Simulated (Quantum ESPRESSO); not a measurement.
Here is a Quantum ESPRESSO 7.5 calculation.

File pw.in:

```
&CONTROL
  calculation = 'scf'
  prefix = 'pwscf'
  outdir = './tmp'
  pseudo_dir = './pseudo'
  tprnfor = .true.
  tstress = .true.
  disk_io = 'low'
/
&SYSTEM
  ibrav = 0
  A = 4.25678282
  nat = 2
  ntyp = 2
  ecutwfc = 68
  ecutrho = 544
  nbnd = 16
  input_dft = 'XC-000I-000I-120L-135L-000I-000I'
  occupations = 'smearing'
  smearing = 'fd'
  degauss = 0.00367493
/
&ELECTRONS
  conv_thr = 4d-10
  electron_maxstep = 120
  mixing_beta = 0.5
/
ATOMIC_SPECIES
Sn   118.7100 sn_pbe_v1.4.uspp.F.UPF
Se    78.9710 se_pbe_v1.uspp.F.UPF
CELL_PARAMETERS alat
   0.0000000000    0.7071067816    0.7071067816
   0.7071067816    0.0000000000    0.7071067816
   0.7071067816    0.7071067816    0.0000000000
ATOMIC_POSITIONS alat
Sn     0.0000000000    0.0000000000    0.0000000000
Se     0.7071067816    0.7071067816    0.7071067816
K_POINTS automatic
6 6 6 1 1 1
```

Contents of gamma.in:

```
&CONTROL
  calculation = 'bands'
  prefix = 'pwscf'
  outdir = './tmp'
  pseudo_dir = './pseudo'
  disk_io = 'low'
  verbosity = 'high'
/
&SYSTEM
  ibrav = 0
  A = 4.25678282
  nat = 2
  ntyp = 2
  ecutwfc = 68
  ecutrho = 544
  nbnd = 16
  input_dft = 'XC-000I-000I-120L-135L-000I-000I'
  occupations = 'smearing'
  smearing = 'fd'
  degauss = 0.00367493
/
&ELECTRONS
  conv_thr = 1d-08
  electron_maxstep = 120
  mixing_beta = 0.5
  diago_full_acc = .true.
  startingwfc = 'random'
/
ATOMIC_SPECIES
Sn   118.7100 sn_pbe_v1.4.uspp.F.UPF
Se    78.9710 se_pbe_v1.uspp.F.UPF
CELL_PARAMETERS alat
   0.0000000000    0.7071067816    0.7071067816
   0.7071067816    0.0000000000    0.7071067816
   0.7071067816    0.7071067816    0.0000000000
ATOMIC_POSITIONS alat
Sn     0.0000000000    0.0000000000    0.0000000000
Se     0.7071067816    0.7071067816    0.7071067816
K_POINTS crystal
1
0.0 0.0 0.0 1
```

File scf2.in:

```
&CONTROL
  calculation = 'scf'
  prefix = 'pwscf'
  outdir = './tmp'
  pseudo_dir = './pseudo'
  tprnfor = .true.
  tstress = .true.
  disk_io = 'low'
/
&SYSTEM
  ibrav = 0
  A = 4.25678282
  nat = 2
  ntyp = 2
  ecutwfc = 68
  ecutrho = 544
  nbnd = 16
  input_dft = 'XC-000I-000I-120L-135L-000I-000I'
  occupations = 'fixed'
/
&ELECTRONS
  conv_thr = 1d-13
  electron_maxstep = 120
  mixing_beta = 0.5
  startingpot = 'file'
/
ATOMIC_SPECIES
Sn   118.7100 sn_pbe_v1.4.uspp.F.UPF
Se    78.9710 se_pbe_v1.uspp.F.UPF
CELL_PARAMETERS alat
   0.0000000000    0.7071067816    0.7071067816
   0.7071067816    0.0000000000    0.7071067816
   0.7071067816    0.7071067816    0.0000000000
ATOMIC_POSITIONS alat
Sn     0.0000000000    0.0000000000    0.0000000000
Se     0.7071067816    0.7071067816    0.7071067816
K_POINTS automatic
6 6 6 1 1 1
```

ph.in

```
dielectric of SnSe
&INPUTPH
  prefix = 'pwscf'
  outdir = './tmp'
  tr2_ph = 1d-18
  fildyn = 'dyn'
  niter_ph = 90
  alpha_mix(1) = 0.7
  epsil = .true.
  trans = .false.
  zeu = .true.
/
0.0000000000 0.0000000000 0.0000000000
```

Potentials or basis: GBRV 1.5 PBE.

Launch:

```bash
$ OMP_NUM_THREADS=1 pw.x -in pw.in > pw.out
$ OMP_NUM_THREADS=1 pw.x -in gamma.in > gamma.out
$ OMP_NUM_THREADS=1 pw.x -in scf2.in > scf2.out
$ OMP_NUM_THREADS=1 ph.x -in ph.in > ph.out
```

Q: Predict the electronic dielectric tensor (diagonal).

A: 41.14.

Q: Predict the Born charges (mean of the diagonal).

A: Sn +5.89; Se -5.90 e.

Q: What does it give for the pressure?

A: -1.4 GPa.

Born effective charge tensors (e):
atom 1, Sn
```
5.89 0.00 0.00
0.00 5.89 0.00
0.00 0.00 5.89
```
atom 2, Se
```
-5.90  0.00  0.00
 0.00 -5.90  0.00
 0.00  0.00 -5.90
```

Caveat: the mesh is thin for the dielectric tensor, Born charges and intensities, which usually come out too large; the potentials were made for another functional, which shifts forces and pressure.
